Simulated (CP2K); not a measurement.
Runs of CP2K 2026.2 on PbS. The structure is orthorhombic, space group Cmcm (No. 63). Conventional cell: a = 4.160 Å, b = 11.983 Å, c = 4.279 Å, α = 90.00°, β = 90.00°, γ = 90.00°. Pb (site symmetry m2m) is surrounded by 5 S at 2.69 to 2.99 Å. S (site symmetry m2m) has 5 Pb at 2.69 to 2.99 Å as nearest neighbours. Measurements of this composition are mostly on another form, of space group No. 225.

```csv
level,potentials or basis,smearing,NGRIDS,points a segment of the path (NPOINTS),bands added on the path,CUTOFF of the grids,gap on the mesh (eV),pressure (GPa),largest force (eV/Å)
PBEsol,"POTENTIAL_UZH Pb GTH-PBE-q4, S GTH-PBE-q6; TZVP-MOLOPT-PBE-GTH basis",fermi-dirac 0.1 eV,5,10,4,450 Ry,1.10,0.4,(a)
r2SCAN,"POTENTIAL_UZH Pb GTH-SCAN-q4, S GTH-SCAN-q6; TZVP-MOLOPT-SCAN-GTH basis",fermi-dirac 0.05 eV,4,8,6,675 Ry,(b),-0.9,0.20
LDA,"GTH_POTENTIALS Pb GTH-PADE-q4, S GTH-PADE-q6; TZVP-MOLOPT-PBE-GTH basis",fermi-dirac 0.1 eV,4,6,4,450 Ry,1.05,-4.2,0.28
TB-mBJ,"POTENTIAL_UZH Pb GTH-PBE-q4, S GTH-PBE-q6; TZVP-MOLOPT-PBE-GTH basis",fermi-dirac 0.0259 eV,4,8,4,675 Ry,1.56,-,-
```

Alike in all rows: task band structure; no spin polarisation; cell as given; k mesh 7 × 7 × 6.

Problem. Estimate the missing entries.

Solution. (a) 0.27; (b) 1.33.

Caveats: spin-orbit coupling is left out, which as a rule narrows the gap of such compounds by several tenths of an eV; the basis of atomic orbitals isn't converged, which shifts pressures, moduli and gaps; the mesh misses the band edges, which the band path finds closer together (some runs); the potentials were made for another functional, which shifts forces and pressure (some runs); this is a model potential without an energy functional, so only levels have meaning (some runs).

A k mesh can miss the band edges, and the runs leave out spin-orbit coupling on Pb.

Runs at the PBE level aren't shown here.
